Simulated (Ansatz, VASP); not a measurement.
## Two plane-wave programs on BaZrO3

File INCAR:

```
SYSTEM = BaZrO3
PREC = Accurate
ENCUT = 520
EDIFF = 1E-6
ISMEAR = -1
SIGMA = 0.05
LREAL = .False.
LASPH = .True.
NELM = 60
ALGO = Normal
ISIF = 2
LWAVE = .False.
LCHARG = .False.
GGA = B5
ALDAX = 1.0
AGGAX = 1.0
AGGAC = 1.0
ALDAC = 0.0
NBANDS = 28
```

KPOINTS

```
regular mesh
0
Gamma
  6 6 6
  0 0 0
```

The input POSCAR:

```
BaZrO3
1.0
    4.1913400000      0.0000000000      0.0000000000
    0.0000000000      4.1913400000      0.0000000000
    0.0000000000      0.0000000000      4.1913400000
Ba Zr O
1 1 3
Direct
    0.0000000000      0.0000000000      0.0000000000
    0.5000000000      0.5000000000      0.5000000000
    0.5000000000      0.5000000000      0.0000000000
    0.5000000000      0.0000000000      0.5000000000
    0.0000000000      0.5000000000      0.5000000000
```

File input.yaml:

```yaml
crystal:
  lattice:
    - [4.19134, 0.0, 0.0]
    - [0.0, 4.19134, 0.0]
    - [0.0, 0.0, 4.19134]
  atoms:
    - { symbol: Ba, position: [0.0, 0.0, 0.0] }
    - { symbol: Zr, position: [0.5, 0.5, 0.5] }
    - { symbol: O, position: [0.5, 0.5, 0.0] }
    - { symbol: O, position: [0.5, 0.0, 0.5] }
    - { symbol: O, position: [0.0, 0.5, 0.5] }
hamiltonian:
  xc: blyp
  pseudopotentials: { kind: paw }
kpoints:
  mp_grid: { grid: [6, 6, 6] }
  band_path:
    path:
      - [[0.0, 0.0, 0.0], [0.0, 0.5, 0.0], [0.5, 0.5, 0.0], [0.0, 0.0, 0.0], [0.5, 0.5, 0.5], [0.0, 0.5, 0.0]]
      - [[0.5, 0.5, 0.0], [0.5, 0.5, 0.5]]
    npoints: 14
scf:
  occupations: { method: fermi_dirac, width: 0.05 }
  n_extra_bands: 12
output:
  forces: true
  stress: true
  eigenvalues: true
  fatbands: false
```

Alike in both runs: functional BLYP; k mesh 6 × 6 × 6; occupations fermi-dirac, width 0.05 eV; no spin polarisation.

|  | VASP | Ansatz |
| --- | --- | --- |
| version | VASP 6.6.1 | Ansatz 0.2.0 |
| potentials or method | VASP PAW PBE potentials, release 64 (Ba_sv, Zr_sv, O) | Ansatz PAW |
| plane-wave cutoff (eV) | 520 | 420 |
| valence electrons in the cell | 40 | 40 |
| task | single point | band structure |

```csv
,VASP,Ansatz,Ansatz less VASP
gap on the k mesh at the Fermi level (eV),3.28,3.33,+0.057
least direct gap on the mesh (eV),3.50,3.53,+0.032
pressure (GPa),10.2,8.9,-1.29
```

Caveats: spin-orbit coupling is left out, which moves the levels of the heavy elements; the PAW data sets were made with another functional, which shifts forces and pressure a little (VASP); the pressure holds a Pulay correction of +0.6 GPa for the finite cutoff (Ansatz); the PAW data sets come from PBE, with cores solved anew for the run's functional, which leaves a small shift of forces and pressure (Ansatz). A k mesh can miss the band edges.
